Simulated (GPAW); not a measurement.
Here is a GPAW 26.7.0 calculation.

Contents of run.py:

```python
from ase.eos import EquationOfState
from ase.io import Trajectory
from ase.spacegroup import crystal
from ase.units import GPa
from gpaw import GPAW

# Sn 1a
# Se 2d
atoms = crystal(['Sn', 'Se'],
                basis=[[0.0, 0.0, 0.0],
                       [0.6666666667, 0.3333333333, 0.751]],
                spacegroup=164, setting=1,  # P-3m1
                cellpar=[3.811, 3.811, 6.136, 90.0, 90.0, 120.0],
                primitive_cell=True)

traj = Trajectory('eos.traj', 'w')
volumes, energies = [], []
for x in [0.94, 0.96, 0.98, 1.0, 1.02, 1.04, 1.06]:
    a = atoms.copy()
    a.set_cell(atoms.cell * x**(1 / 3), scale_atoms=True)
    calc = GPAW(mode='fd',
                h=0.16,
                xc='PBE',
                kpts={'size': (6, 6, 3), 'gamma': True},
                occupations={'name': 'fermi-dirac', 'width': 0.05},
                nbands=24,
                convergence={'density': 1e-05, 'energy': 1e-05},
                maxiter=150,
                txt=f'eos-{x:.2f}.txt')
    a.calc = calc
    energies.append(a.get_potential_energy(force_consistent=True))
    volumes.append(a.get_volume())
    calc.write(f'eos-{x:.2f}.gpw')
    traj.write(a)
    print(f'{x:.2f} {volumes[-1]:10.4f} A^3 {energies[-1]:14.6f} eV', flush=True)

v0, e0, B = EquationOfState(volumes, energies, eos='birchmurnaghan').fit()
print(f'V0 = {v0:.4f} A^3, E0 = {e0:.6f} eV, B0 = {B / GPa:.2f} GPa')
```

Potentials or basis: GPAW PAW data sets (gpaw-data 1.2.1), fd.

Launch:

```console
$ OMP_NUM_THREADS=1 python run.py
```

(1) Estimate the equilibrium volume.

(2) Predict the bulk modulus at fixed shape and positions.

Results:

(1) 27.96 Å³/atom (rough: see the caveat).

(2) 48 GPa (rough).

Caveat: the minimum lies outside the volumes run; the cell was scaled at fixed shape and fractional positions, which overstates the stiffness of a crystal with free parameters, most of all of layers and chains; this functional lacks dispersion, which binds the layers, so the pressure and a relaxed spacing across them are unreliable.
